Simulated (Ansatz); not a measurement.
SnO2, 12 atoms in the cell. The structure is cubic, space group Pa-3 (No. 205). The conventional cell has a = 5.175 Å, b = 5.175 Å, c = 5.175 Å, α = 90.00°, β = 90.00°, γ = 90.00°. Sn (site symmetry -3) is surrounded by 6 O at 2.11 Å. Around O (site symmetry 3) lie 3 Sn at 2.11 Å. Measurements of this composition are mostly on another form, of space group No. 136.

* Program: Ansatz 0.2.0
* Task: band structure
* Functional: LDA
* Potentials or basis: Ansatz PAW
* Cutoff: 420 eV (not typed: the program's choice for these potentials)
* k mesh: 5 × 5 × 5
* Occupations: fermi-dirac, width 0.05 eV
* Spin: no spin polarisation
* Path: [["G", "X", "M", "G", "R", "X"], ["M", "R"]]
* Points for each segment of the path: 10

Potentials or basis: Ansatz PAW.

Run with:

```console
$ ansatz run input.yaml --threads 4 --pin off --max-ram 11264MiB --backend cpu --events-out ev --progress --plain --runs-dir out
```

Hardware: 4 threads of Arm Neoverse V2, with other jobs on the host.

Q: Estimate the wall time of this run.

A: Wall time 12 s on 4 threads of Arm Neoverse V2 (shared host), peak memory 0.69 GiB. Counts: scf iterations 7, plane waves 2721, k points 11, bands 82.
